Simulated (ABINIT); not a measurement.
# HfB2: band structure with LDA

The system is HfB2.

```
Hf B
1.0
     3.14000    0.00000    0.00000
    -1.57000    2.71932    0.00000
     0.00000    0.00000    3.48000
Hf B
1 2
Direct
  0.00000 0.00000 0.00000
  0.66667 0.33333 0.50000
  0.33333 0.66667 0.50000
```

```yaml
Program: ABINIT 10.8.3 (patched build)
Task: band structure
Functional: LDA
Potentials_or_basis: HGH LDA semicore
Cutoff: 707 eV
k_mesh: 10 × 10 × 8
Occupations: fermi-dirac, width 0.05 eV
Spin: no spin polarisation
```

```
Band gap on the k mesh                                : none (metal or under the smearing width)
Valence electrons inside the program's atomic spheres : Hf 8.56; B 2.73
```

Levels at the corners of the path, in eV from the Fermi level:
```tsv
point	band 5	band 6	band 7	band 8	band 9	band 10	band 11	band 12	band 13	band 14
Γ	-13.51	-2.89	-2.78	-2.78	-2.67	4.13	4.13	4.74	4.74	5.08
M	-9.59	-8.81	-4.00	-3.33	-2.74	2.20	2.84	5.73	5.86	6.39
K	-8.07	-8.07	-7.62	-2.48	-2.48	1.83	1.83	3.54	9.55	9.55
Γ	-13.51	-2.89	-2.78	-2.78	-2.67	4.13	4.13	4.74	4.74	5.08
A	-11.10	-8.25	-1.09	-1.09	0.42	0.42	1.11	1.11	2.32	5.16
L	-10.08	-7.32	-4.84	-4.58	-2.58	4.20	4.25	6.43	7.40	7.50
H	-8.90	-8.90	-5.39	-3.05	-3.05	4.52	5.50	7.13	7.13	7.49
A	-11.10	-8.25	-1.09	-1.09	0.42	0.42	1.11	1.11	2.32	5.16
```

Run time: 66 s on 1 thread of Intel(R) Xeon(R) Processor @ 2.70GHz, with other jobs on the host, peak memory 0.09 GiB.

Caveat: spin-orbit coupling is left out, which moves the levels of the heavy elements; HGH potentials are hard and often keep d shells in the core, so these values are rough.
